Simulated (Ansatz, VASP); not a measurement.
# CaO (Lime) in two plane-wave programs, part 2 of 2

One calculation is typed for both programs; each brings its own data sets. How far apart do they land? The cell is taken from a series of runs on this material, whose earlier steps may have relaxed, scaled, displaced or heated it; both programs get it as it stands.

VASP 6.6.1 and Ansatz 0.2.0.

So far: Set-up; VASP: elastic constants, LDA, pair 1.

### Step 3. Ansatz: elastic constants, LDA, pair 1

Level of this step: Ansatz beside VASP: Kohn-Sham DFT, plane waves, LDA (Ansatz).

Ansatz runs on its default PAW (the set named soft_2) files.

The same cell, functional (in two slightly different forms), mesh and smearing now go to Ansatz, which takes its cutoff from its data sets.

Contents of input.yaml:

```yaml
crystal:
  lattice:
    - [0.0, 2.3539881328, 2.3539881328]
    - [2.3539881328, 0.0, 2.3539881328]
    - [2.3539881328, 2.3539881328, 0.0]
  atoms:
    - { symbol: Ca, position: [0.0, 0.0, 0.0] }
    - { symbol: O, position: [0.5, 0.5, 0.5] }
kpoints:
  mp_grid: { grid: [8, 8, 8] }
hamiltonian:
  xc: lda
scf:
  occupations: { method: gaussian, width: 0.02 }
output:
  forces: true
  stress: true
  eigenvalues: true
elastic:
  mode: relaxed_ion
  stencil: two_point
```

On the command line:

```sh
ansatz run input.yaml --threads 4 --pin off --max-ram 8192MiB --backend cpu --events-out ev --progress --plain --runs-dir out
```

Numbers of over 12 decimals in the logs are rounded to 6 here.

The program printed:

```text
Engine: ansatz 0.2.0, aarch64-unknown-linux-gnu
Pseudopotentials: kind: paw
Pseudopotential: Ca, paw, valence charge 10, recommended cutoff 420 eV (normal), Ca.paw.azcp
Pseudopotential: O, paw, valence charge 6, recommended cutoff 420 eV (normal), O.paw.azcp
Functional definition: SPW92
  exchange = slater_x
  correlation = pw_c
Crystal: 2 atoms, lattice volume = 26.088 Å³
Basis set: ecut = 420 eV, 531 PW (Γ)
Bands: 12, of which v1, the nominal top of the filled ones, is band 8 counted from 1 (7 counted from 0)
Symmetry: 48 space group operations
Space group: Fm-3m (ITA 225), of the structure as read, at distance tolerance 3.0e-5 Å
k-points: 29 of 512
Non-local potential: Ca, projectors of the file, l = 0: 3, l = 1: 2, l = 2: 2
Non-local potential: O, projectors of the file, l = 0: 2, l = 1: 2, l = 2: 1
PAW form: soft (Blöchl's): semilocal exchange-correlation on the pseudo side does not see the compensation charge
PAW frozen core: Ca, regenerated for the run's functional, and the local potential with it (the file was generated under x = pbe(κ = 0.804, μ = 0.219515), c = pbe(β = 0.066725))
PAW frozen core: O, regenerated for the run's functional, and the local potential with it (the file was generated under x = pbe(κ = 0.804, μ = 0.219515), c = pbe(β = 0.066725))
PAW one-centre angular grid: Ca, 110 points (default); XC on 64 Gauss nodes
PAW one-centre angular grid: O, 110 points (default); XC on 64 Gauss nodes
Initial density: superposition of atomic densities (neutral atoms: chi_scale 0, normalization atom), corrected by the library's trained network
Initial wavefunctions: pseudopotential atomic-orbital guess
Functional: x = slater, c = lda
SCF iter   1: F=—  HF=-2331.658938 eV  |F-HF|=—  |Δ(HF+E_count)|=         —  Δρ=1.69e-2  dr2=7.18e-2  ethr=1.77e-3  ⟨swp⟩=7.5  Hψ=2484  notcnv=0
preconditioner: auto → none  [insulator: Δε(μ)=3.188 eV  Ē_g=18.034 eV  σ=0.020 eV  W_gap=1.00  n_scr=8 (ndim 8)  ℏωp=27.2 eV  f_vac=0.000  D(μ)=0.00/eV (n_scr^D=0)  ε∞_Penn≈3.3]
SCF iter   2: F=—  HF=-2331.651153 eV  |F-HF|=—  |Δ(HF+E_count)|=   7.78e-3  Δρ=1.49e-2  dr2=4.46e-2  ethr=4.48e-4  ⟨swp⟩=2.0  Hψ=790  notcnv=0
SCF iter   3: F=—  HF=-2331.640075 eV  |F-HF|=—  |Δ(HF+E_count)|=   1.11e-2  Δρ=2.56e-3  dr2=1.04e-3  ethr=2.79e-4  ⟨swp⟩=2.0  Hψ=551  notcnv=0
SCF iter   4: F=—  HF=-2331.639766 eV  |F-HF|=—  |Δ(HF+E_count)|=   3.09e-4  Δρ=5.03e-4  dr2=1.85e-5  ethr=6.49e-6  ⟨swp⟩=3.0  Hψ=674  notcnv=0
SCF iter   5: F=—  HF=-2331.639759 eV  |F-HF|=—  |Δ(HF+E_count)|=   6.40e-6  Δρ=1.40e-4  dr2=4.31e-6  ethr=1.16e-7  ⟨swp⟩=2.1  Hψ=574  notcnv=0
SCF iter   6: F=—  HF=-2331.639764 eV  |F-HF|=—  |Δ(HF+E_count)|=   4.57e-6  Δρ=2.02e-5  dr2=8.49e-8  ethr=2.69e-8  ⟨swp⟩=2.6  Hψ=513  notcnv=0
SCF iter   7: F=—  HF=-2331.639763 eV  |F-HF|=—  |Δ(HF+E_count)|=   1.53e-6  Δρ=1.66e-6  dr2=4.94e-10  ethr=5.31e-10  ⟨swp⟩=2.0  Hψ=438  notcnv=0
SCF iter   8: F=—  HF=-2331.639763 eV  |F-HF|=—  |Δ(HF+E_count)|=  6.59e-11  Δρ=6.83e-8  dr2=7.90e-13  ethr=3.09e-12  ⟨swp⟩=2.2  Hψ=527  notcnv=0
SCF iter   9: F=-2331.639763 eV  HF=-2331.639763 eV  |F-HF|=9.09e-13  |Δ(HF+E_count)|=  4.55e-13  Δρ=7.61e-9  dr2=1.03e-14  ethr=1.00e-12  ⟨swp⟩=4.1  Hψ=1145  notcnv=0
SCF 1 converged in 9 iterations: F = -2331.639763 eV  dr2 = 1.03e-14
  greatest PAW one-centre occupation: 0.996 electrons in one spin orbital (limit 2), on the Ca atom at site 0 (counted from 0), in its partial waves of l = 0
Crystal: 2 atoms, lattice volume = 26.036 Å³
Symmetry: 16 space group operations
k-points: 59 of 512
Initial density: handed on by an earlier stage of this run
Initial wavefunctions: those handed on with the density
iter 1 solved again at ethr=4.20e-8 eV; its pass at ethr=3.10e-3 eV (dr2=6.71e-6 eV) is discarded
[...]
preconditioner: auto → none  [insulator: Δε(μ)=3.443 eV  Ē_g=18.144 eV  σ=0.020 eV  W_gap=1.00  n_scr=8 (ndim 8)  ℏωp=27.2 eV  f_vac=0.000  D(μ)=0.00/eV (n_scr^D=0)  ε∞_Penn≈3.3]
[...]
SCF 2 converged in 7 iterations: F = -2331.639629 eV  dr2 = 4.93e-14
Crystal: 2 atoms, lattice volume = 26.140 Å³
[...]
preconditioner: auto → none  [insulator: Δε(μ)=3.448 eV  Ē_g=18.127 eV  σ=0.020 eV  W_gap=1.00  n_scr=8 (ndim 8)  ℏωp=27.2 eV  f_vac=0.000  D(μ)=0.00/eV (n_scr^D=0)  ε∞_Penn≈3.2]
[...]
SCF 3 converged in 6 iterations: F = -2331.639585 eV  dr2 = 4.71e-15
Symmetry: 8 space group operations
k-points: 95 of 512
[...]
preconditioner: auto → none  [insulator: Δε(μ)=3.447 eV  Ē_g=18.136 eV  σ=0.020 eV  W_gap=1.00  n_scr=8 (ndim 8)  ℏωp=27.2 eV  f_vac=0.000  D(μ)=0.00/eV (n_scr^D=0)  ε∞_Penn≈3.2]
[...]
SCF iter   5: F=—  HF=-2331.639677 eV  |F-HF|=—  |Δ(HF+E_count)|=  2.49e-10  Δρ=5.83e-7  dr2=5.75e-11  ethr=1.01e-11  ⟨swp⟩=2.1  Hψ=1386  notcnv=0
SCF iter   6: F=—  HF=-2331.639677 eV  |F-HF|=—  |Δ(HF+E_count)|=  3.64e-12  Δρ=4.35e-8  dr2=2.57e-13  ethr=3.59e-13 (applied; sched 1.00e-12)  ⟨swp⟩=2.0  Hψ=1422  notcnv=0
SCF iter   7: F=-2331.639677 eV  HF=-2331.639677 eV  |F-HF|=0.00e0  |Δ(HF+E_count)|=  4.55e-13  Δρ=4.38e-9  dr2=2.86e-15  ethr=1.00e-12  ⟨swp⟩=4.0  Hψ=3640  notcnv=0
SCF 4 converged in 7 iterations: F = -2331.639677 eV  dr2 = 2.86e-15
iter 1 solved again at ethr=1.01e-10 eV; its pass at ethr=3.10e-3 eV (dr2=1.62e-8 eV) is discarded
SCF iter   1: F=—  HF=-2331.639677 eV  |F-HF|=—  |Δ(HF+E_count)|=         —  Δρ=4.01e-5  dr2=1.39e-8  ethr=1.01e-10  ⟨swp⟩=1.8  Hψ=7525  notcnv=0
SCF iter   2: F=—  HF=-2331.639677 eV  |F-HF|=—  |Δ(HF+E_count)|=   2.44e-7  Δρ=2.01e-5  dr2=5.91e-9  ethr=8.71e-11  ⟨swp⟩=2.0  Hψ=1425  notcnv=0
SCF iter   3: F=—  HF=-2331.639677 eV  |F-HF|=—  |Δ(HF+E_count)|=   6.69e-8  Δρ=9.40e-6  dr2=3.94e-9  ethr=3.70e-11  ⟨swp⟩=2.0  Hψ=1453  notcnv=0
SCF iter   4: F=—  HF=-2331.639677 eV  |F-HF|=—  |Δ(HF+E_count)|=   1.40e-8  Δρ=5.17e-7  dr2=6.31e-12  ethr=2.46e-11  ⟨swp⟩=2.0  Hψ=1425  notcnv=0
SCF iter   5: F=—  HF=-2331.639677 eV  |F-HF|=—  |Δ(HF+E_count)|=  4.64e-11  Δρ=6.95e-8  dr2=2.29e-13  ethr=3.95e-14 (applied; sched 1.00e-12)  ⟨swp⟩=2.5  Hψ=1678  notcnv=0
SCF iter   6: F=-2331.639677 eV  HF=-2331.639677 eV  |F-HF|=4.55e-13  |Δ(HF+E_count)|=  4.55e-13  Δρ=6.24e-9  dr2=6.68e-15  ethr=1.00e-12  ⟨swp⟩=3.8  Hψ=3154  notcnv=0
SCF 5 converged in 6 iterations: F = -2331.639677 eV  dr2 = 6.68e-15
SCF converged after 9 iterations
Free energy (F): -2331.639763 eV
Harris-Foulkes:  -2331.639763 eV  (|F-HF|=9.09e-13)
Internal energy: -2331.639763 eV  (E = F + TS)
E sigma→0 (E₀):  -2331.639763 eV
Fermi energy:    9.719491 eV
--- Per-component energies (eV) ---
  E_band       = -91.631081
  E_kinetic    = 455.922252
  E_local      = -860.171429  (includes V_loc(G=0)·N_el)
  E_nonlocal   = 117.006910
  E_hartree    = 282.476938
  E_xc         = -210.279865
  E_vxc        = -266.605997  (∫ρ·V_xc dr)
  E_paw        = -963.425779  (= ΣΔE_a)
  E_vpaw       = -102.739183  (= ΣTr[D̂ρ^β])
  E_aug_tail   = 0.002488  (compensation charges beyond the density's cutoff)
  E_ewald      = -1153.551365
  E_core_change = 0.380087  (= ΣΔE_core)
  E_smearing   = -0.000000  (= −TS)
  E_closure    = -0.000000  (closes the sum)
  Σ components = -2331.639763   (vs F -2331.639763, Δ=0.00e0)
--- Forces (eV/Å), atoms counted from 1 ---
  atom   1  Ca    -0.00000000     0.00000000    -0.00000000
  atom   2  O      0.00000000    -0.00000000     0.00000000
  max |Σ_I F_I| component: 1.65e-29 eV/Å
--- Stress (GPa, compression-positive) ---
       -0.013263       0.000000       0.000000
        0.000000      -0.013263      -0.000000
        0.000000      -0.000000      -0.013263
  P = ⅓ Tr σ = -0.0133 GPa (-0.133 kbar)
--- Band table (eV; the first three rows and the last of 29) ---
  k-point 0: bands = [... 4 lower, -7.3329, 7.9942, 7.9942, 7.9942, 13.0820, 14.2641, 14.2641, 14.2641]
  k-point 1: bands = [... 4 lower, -7.0274, 7.4263, 7.7553, 7.7553, 13.7751, 14.2279, 14.5546, 14.5546]
  k-point 2: bands = [... 4 lower, -6.4527, 6.3508, 7.2491, 7.2491, 14.3151, 15.2627, 15.3205, 15.3205]
  k-point 28: bands = [... 4 lower, -6.5542, 6.5873, 6.9268, 6.9268, 14.3820, 14.3820, 16.8145, 17.9641]
--- Elastic constants: 2 strain directions × 2 members + reference (group order 48) ---
  dense FFT box of the reference and of every strained cell: 24×24×24
  strains applied: 11, 23; error gains: componentwise 1.00 (the most a stress slope's error grows in a printed constant), spectral 1.73 (1 for all six strains in a standard setting)
  C = ∂σ_k/∂η_j (tension-positive GPa; Voigt order 11 22 33 23 13 12):
       260.290     63.053     63.053     -0.000      0.000      0.000
        63.053    260.290     63.053      0.000     -0.000     -0.000
        63.053     63.053    260.290     -0.000     -0.000      0.000
         0.000      0.000      0.000     79.989      0.000     -0.000
        -0.000     -0.000      0.000     -0.000     79.989      0.000
         0.000     -0.000      0.000     -0.000     -0.000     79.989
  reference stress σ⁰ (GPa):      0.013      0.013      0.013      0.000     -0.000     -0.000
  C* (energy form; C + prestress term) asymmetry max|C*_kj − C*_jk| = 9.264e-16 GPa — a small one proves nothing (zero by symmetry where the batch's group is 432, −43m or m−3m); a large one is finite-difference/SCF noise where every solve meets its electron count
  moduli (Voigt/Reuss/Hill, GPa): K = 128.80/128.80/128.80   G = 87.44/86.53/86.98   E = 213.00   ν = 0.224
  mechanically stable: yes (min eigenvalue of sym C = 79.99 GPa)
  strain η (Voigt 11):  stress-route row diagonal C_11 = 260.29 GPa, energy-path curvature d²(F+E_count+ΔE)/dδ²/Ω₀ = 262.93 GPa
         δ    σ_11 (GPa)             F (eV)   n_scf  n_hpsi   n_pw
    -2.000e-3      -0.5141       -2331.6396286       7   13759    531   relax 0 steps, max|allowed force component| 4.93e-32 eV/Å
     2.000e-3       0.5270       -2331.6395855       6   11181    531   relax 0 steps, max|allowed force component| 3.35e-30 eV/Å
  strain η (Voigt 23):  stress-route row diagonal C_44 = 79.99 GPa, energy-path curvature d²(F+E_count+ΔE)/dδ²/Ω₀ = 82.61 GPa
         δ    σ_23 (GPa)             F (eV)   n_scf  n_hpsi   n_pw
    -2.000e-3      -0.1600       -2331.6396775       7   20686    531   relax 0 steps, max|allowed force component| 4.81e-29 eV/Å
     2.000e-3       0.1600       -2331.6396775       6   17874    531   relax 0 steps, max|allowed force component| 1.29e-29 eV/Å
```

In the SCF lines HF is the Harris–Foulkes energy and dr2 the Hartree energy of the density residual, in eV; the loop may stop once dr2 is under the threshold and the program's other checks hold. Hψ counts applications of the Hamiltonian.

### Step 4. Differences

Known differences besides the potentials themselves: the cutoff is 420 eV in Ansatz and 600 eV in VASP; VASP's log shows a relativistic correction to its local exchange, Ansatz's none; VASP takes each elastic constant from one size of strain, Ansatz from those that its log lists. Total energies have different zeros and are not compared.

Both answers:

```tsv
quantity	Ansatz	VASP	difference
C11 (GPa)	260.3	268.7	-3.12 %
C22 (GPa)	260.3	268.7	-3.12 %
C33 (GPa)	260.3	268.7	-3.12 %
C12 (GPa)	63.1	62.5	+0.87 %
C13 (GPa)	63.1	62.5	+0.87 %
C23 (GPa)	63.1	62.5	+0.87 %
C44 (GPa)	80.0	79.1	+1.11 %
C55 (GPa)	80.0	79.1	+1.11 %
C66 (GPa)	80.0	79.1	+1.11 %
```

### Step 5. Ansatz: elastic constants, LDA, pair 2

Elastic constants are differences of stresses under small strains, so they test the stress and the mesh. The cell compared in this pair holds 26.19 Å³, against 26.09 Å³ for the pair before.

The cell is taken from a series of runs on this material, whose earlier steps may have relaxed, scaled, displaced or heated it; both programs get it as it stands.

input.yaml, the sections that differ from step 3:

```yaml
crystal:
  lattice:
    - [0.0, 2.3569291354, 2.3569291354]
    - [2.3569291354, 0.0, 2.3569291354]
    - [2.3569291354, 2.3569291354, 0.0]
  atoms:
    - { symbol: Ca, position: [0.0, 0.0, 0.0] }
    - { symbol: O, position: [0.5, 0.5, 0.5] }
basis:
  ecutwfc: 290.0
# kpoints, hamiltonian, scf, output, elastic: as in step 3
```

The program printed:

```text
Warning: basis.ecutwfc = 290 eV is below the records' recommended 420 eV, and the density's cutoff is lower with it unless basis.ecutrho_ratio is high enough to keep the records' density cutoff: compare with a run at a higher cutoff
[...]
Crystal: 2 atoms, lattice volume = 26.186 Å³
Basis set: ecut = 290 eV, 283 PW (Γ)
[...]
2.000e-3       0.5567       -2330.9477339       6   11080    304   relax 0 steps, max|allowed force component| 9.86e-31 eV/Å
[...]
δ    σ_23 (GPa)             F (eV)   n_scf  n_hpsi   n_pw
    -2.000e-3      -0.1592       -2330.9465410       6   19344    304   relax 0 steps, max|allowed force component| 1.06e-29 eV/Å
     2.000e-3       0.1592       -2330.9465410       6   18343    304   relax 0 steps, max|allowed force component| 2.01e-29 eV/Å
[key lines of the parts left out:]
SCF converged after 8 iterations
Free energy (F): -2330.947234 eV
Fermi energy:    9.695513 eV
P = ⅓ Tr σ = 0.0081 GPa (0.081 kbar)
```

### Step 6. VASP: elastic constants, LDA, pair 2

The same cell, functional (in two slightly different forms), mesh and smearing now go to VASP, with its own data sets.

Contents of INCAR:

```
SYSTEM = CaO
PREC = Accurate
ENCUT = 600
EDIFF = 1E-08
NELM = 120
ISMEAR = 0
SIGMA = 0.02
LREAL = .FALSE.
ALGO = Normal
GGA = PW92
NBANDS = 14
LORBIT = 11
LWAVE = .FALSE.
LCHARG = .FALSE.
ISIF = 3
IBRION = 6
NFREE = 2
POTIM = 0.015
NSW = 1
LASPH = .TRUE.
GGA_COMPAT = .FALSE.
EFERMI = MIDGAP
KPAR = 2
```

Contents of POSCAR:

```
CaO
1.0
    0.0000000000      2.3569291354      2.3569291354
    2.3569291354      0.0000000000      2.3569291354
    2.3569291354      2.3569291354      0.0000000000
Ca O
1 1
Direct
    0.0000000000      0.0000000000      0.0000000000
    0.5000000000      0.5000000000      0.5000000000
```

Contents of KPOINTS:

```
Automatic mesh
0
Gamma
8 8 8
0 0 0
```

The projector-augmented-wave data sets are Ca_sv and O (LDA family, release 64).

On the command line:

```sh
mpirun -np 2 vasp_std
```

The program printed:

```text
[banner, memory and clock lines left out]
running    2 mpi-ranks, on    1 nodes
[...]
[... a notice as in an earlier step ...]

 LDA part: xc-table for (Slater(with rela. corr.)+PW92), standard interpolation
 POSCAR, INCAR and KPOINTS ok, starting setup
[...]
entering main loop
       N       E                     dE             d eps       ncg     rms          rms(c)
DAV:   1     0.134897311995E+03    0.13490E+03   -0.92953E+03   812   0.132E+03
DAV:   2    -0.995263801669E+01   -0.14485E+03   -0.13423E+03   980   0.320E+02
DAV:   3    -0.157378600568E+02   -0.57852E+01   -0.57371E+01   940   0.675E+01
DAV:   4    -0.159525455009E+02   -0.21469E+00   -0.21449E+00  1222   0.106E+01
[...]
DAV:  12    -0.142276947628E+02    0.48078E-06   -0.38832E-06   910   0.212E-02    0.297E-03
DAV:  13    -0.142276946827E+02    0.80079E-07   -0.28089E-07  1270   0.434E-03    0.632E-04
DAV:  14    -0.142276946798E+02    0.29481E-08   -0.93712E-09   648   0.987E-04
   1 F= -.14227695E+02 E0= -.14227695E+02  d E =0.000000E+00
[... from here on, the cycles between the ionic steps are left out ...]
   2 F= -.14223707E+02 E0= -.14223707E+02  d E =0.000000E+00
   3 F= -.14221962E+02 E0= -.14221962E+02  d E =0.000000E+00
   9 F= -.14226245E+02 E0= -.14226245E+02  d E =0.000000E+00
  10 F= -.14226245E+02 E0= -.14226245E+02  d E =0.000000E+00
  11 F= -.14226245E+02 E0= -.14226245E+02  d E =0.000000E+00
  12 F= -.14226245E+02 E0= -.14226245E+02  d E =0.000000E+00
  13 F= -.14226245E+02 E0= -.14226245E+02  d E =0.000000E+00
  14 F= -.14227282E+02 E0= -.14227282E+02  d E =0.000000E+00
  15 F= -.14227282E+02 E0= -.14227282E+02  d E =0.000000E+00
  16 F= -.14227283E+02 E0= -.14227283E+02  d E =0.000000E+00
  17 F= -.14227283E+02 E0= -.14227283E+02  d E =0.000000E+00
 Finite differences progress:
  Degree of freedom:   8/  8
  Displacement:        2/  2
  Total:              16/ 16
```

OUTCAR, selected parts (step 6):

```text
  Total        0.0442790      0.0369818      0.0369818     -0.0000000      0.0000000      0.0000000
  in kB        2.7091871      2.2627128      2.2627128     -0.0000000      0.0000000      0.0000000
  external PRESSURE =       2.4115376 kB  Pullay stress =       0.0000000 kB

 POSITION                                       TOTAL-FORCE (eV/Angst)
 -----------------------------------------------------------------------------------
      0.00000      0.00000      0.00000        -0.054958      0.000000      0.000000
      2.34193      2.35693      2.35693         0.054958      0.000000      0.000000
 -----------------------------------------------------------------------------------
    total drift:                               -0.000231      0.000000      0.000000

  FREE ENERGIE OF THE ION-ELECTRON SYSTEM (eV)
  ---------------------------------------------------
  free  energy   TOTEN  =       -14.2272825217 eV

  energy  without entropy=      -14.2272825217  energy(sigma->0) =      -14.22728252

[... 1 part as in an earlier step ...]

[... 2 further parts left out ...]
[key lines of the parts left out:]
E-fermi :   4.0741
```

Levels, forces or a CONTCAR printed for this step are those of its last displaced cell, not of the structure at rest.

### Step 7. Comparison

What differs besides the data sets and the points named for the pairs above, as far as they apply: the cutoff is 290 eV in Ansatz and 600 eV in VASP; Ansatz's log warns that its cutoff lies below the recommended one. Total energies have different zeros and are not compared.

Compared:

```tsv
quantity	Ansatz	VASP	difference
C11 (GPa)	272.6	264.2	+3.17 %
C22 (GPa)	272.6	264.2	+3.17 %
C33 (GPa)	272.6	264.2	+3.17 %
C12 (GPa)	65.5	62.2	+5.35 %
C13 (GPa)	65.5	62.2	+5.35 %
C23 (GPa)	65.5	62.2	+5.35 %
C44 (GPa)	79.6	79.1	+0.64 %
C55 (GPa)	79.6	79.1	+0.64 %
C66 (GPa)	79.6	79.1	+0.64 %
```

### Step 8. Results

| Item | Value |
| --- | --- |
| difference in C11 (elastic constants, LDA, pair 1) | -3.1 % |
| difference in C12 (elastic constants, LDA, pair 2) | 5.4 % |

The difference in C12 is 5.4 % (elastic constants, LDA, pair 2), beyond the 5 % picked in this series as the mark of a large difference. How closely two codes agree says nothing of how well the functional describes the real material.

[Lines on the potential files, build, host, timing and source positions are cut from VASP's logs without a mark.]

[Logs are printed without paths, hosts, clocks, repeated set-up lines and the standing remarks that a program may print on its own settings, such as how far it seeks lower states.]

[Hosts, paths, dates, database ids (printed as entryN), source tags and the programs' standing remarks are cut or masked in the printed files.]
